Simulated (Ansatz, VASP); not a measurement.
This is a calculation of Zn for Ansatz 0.2.0.

Contents of input.yaml:

```yaml
crystal:
  lattice:
    - [0.0, 2.0033108028, 2.0033108028]
    - [2.0033108028, 0.0, 2.0033108028]
    - [2.0033108028, 2.0033108028, 0.0]
  atoms:
    - { symbol: Zn, position: [0.0, 0.0, 0.0] }
kpoints:
  mp_grid: { grid: [12, 12, 12] }
scf:
  occupations: { method: fermi_dirac, width: 0.05 }
hamiltonian:
  xc: pbesol
  pseudopotentials: { kind: all_electron, lapw: { basis_error: 0.001 } }
output:
  forces: true
  stress: true
  eigenvalues: true
```

Potentials or basis: all-electron LAPW, scalar-relativistic.

The run is started by

```sh
$ ansatz run input.yaml --threads 1 --pin off --max-ram 3072MiB --backend cpu --events-out ev --progress --plain --runs-dir out
```

Translate it to VASP 6.6.1. Potentials there: VASP PAW PBE potentials, release 64 (Zn).

As run (the cutoff follows the program's own potentials):

File INCAR:

```
SYSTEM = Zn
ALGO = Normal
EDIFF = 1E-7
ENCUT = 520
GGA = PS
ISIF = 2
ISMEAR = -1
LASPH = .True.
LCHARG = .True.
LELF = .True.
LREAL = .False.
LVHAR = .True.
LWAVE = .False.
NBANDS = 12
NELM = 80
PREC = Accurate
SIGMA = 0.05
```

The input KPOINTS:

```
k-points
0
Gamma
  12 12 12
  0 0 0
```

POSCAR

```
Zn
1.0
    0.0000000000      2.0033108028      2.0033108028
    2.0033108028      0.0000000000      2.0033108028
    2.0033108028      2.0033108028      0.0000000000
Zn
1
Direct
    0.0000000000      0.0000000000      0.0000000000
```

Potentials or basis: VASP PAW PBE potentials, release 64 (Zn).

Run with:

```sh
$ cat potpaw_PBE.64/Zn/POTCAR > POTCAR
$ mpirun -np 1 vasp_std > vasp.out
```

Both were run:

|  | VASP | Ansatz | Ansatz less VASP |
| --- | --- | --- | --- |
| gap on the k mesh at the Fermi level (eV) | none | none | - |
| pressure (GPa) | -7.7 | -8.0 | -0.24 |

A gap of «none» marks a metal or a gap that the smearing closes. Ansatz ran all-electron here, so the differences hold the error of VASP's frozen core and of both bases.

Caveats: the PAW data sets were made with another functional, which shifts forces and pressure a little (VASP).
